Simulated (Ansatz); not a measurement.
The crystal is In2O3 (R-3c).

The structure is trigonal, space group R-3c (No. 167). Conventional cell: a = 5.487 Å, b = 5.487 Å, c = 14.510 Å, α = 90.00°, β = 90.00°, γ = 120.00°. Nearest to In lie 6 O at 2.12 to 2.26 Å. O has 4 In at 2.12 to 2.26 Å nearest. Farther neighbours and most contacts between anions are not listed.

```
In O
1.0
     2.74350    1.58396    4.83667
    -2.74350    1.58396    4.83667
     0.00000   -3.16792    4.83667
In O
4 6
Direct
  0.35731 0.35731 0.35731
  0.14269 0.14269 0.14269
  0.64269 0.64269 0.64269
  0.85731 0.85731 0.85731
  0.54800 0.95200 0.25000
  0.25000 0.54800 0.95200
  0.95200 0.25000 0.54800
  0.45200 0.04800 0.75000
  0.75000 0.45200 0.04800
  0.04800 0.75000 0.45200
```

The cell and positions come from the Crystallography Open Database and are kept as given unless a step says otherwise. This is not the form that In2O3 usually takes at ambient conditions. PAW set soft_2, made with PBE.

Gaps computed with Ansatz 0.2.0 without a self-energy: LDA 1.18 eV, r2SCAN 1.88 eV and HSE06 2.82 eV. The mean ε∞ by LDA perturbation theory is 5.09.

Question: Estimate the G0W0@LDA gap with 4×4×4 mesh, 691 empty bands, screening to 180 eV, default PAW files.

About 2.45 eV: on its mesh the run moves the gap from 1.18 eV by +1.27 eV. Among the scalar-relativistic levels given, HSE06 is nearest (+0.37 eV). One-shot corrections scale roughly with one over ε∞, here 0.20. Bands and cutoff are finite, so the gap is not at the basis limit. The miss can reach some tenths of an eV and take either sign; the mesh is an error of its own. The many-body steps are scalar-relativistic: spin-orbit coupling is not in them.

[Paths, hosts, dates, memory and timing lines, banners, echoed tables and standing remarks are left out of the program output.]

[Logs are printed without paths, hosts, clocks, repeated set-up lines and the standing remarks that a program may print on its own settings, such as how far it seeks lower states.]

[Runs of the session that timed out or met a known fault of the program may be left out.]

[Cells called generated may have been cut or substituted from an entry of the Crystallography Open Database or the Materials Project.]

[Hosts, paths, dates, database ids (printed as entryN), source tags and the programs' standing remarks are cut or masked in the printed files.]
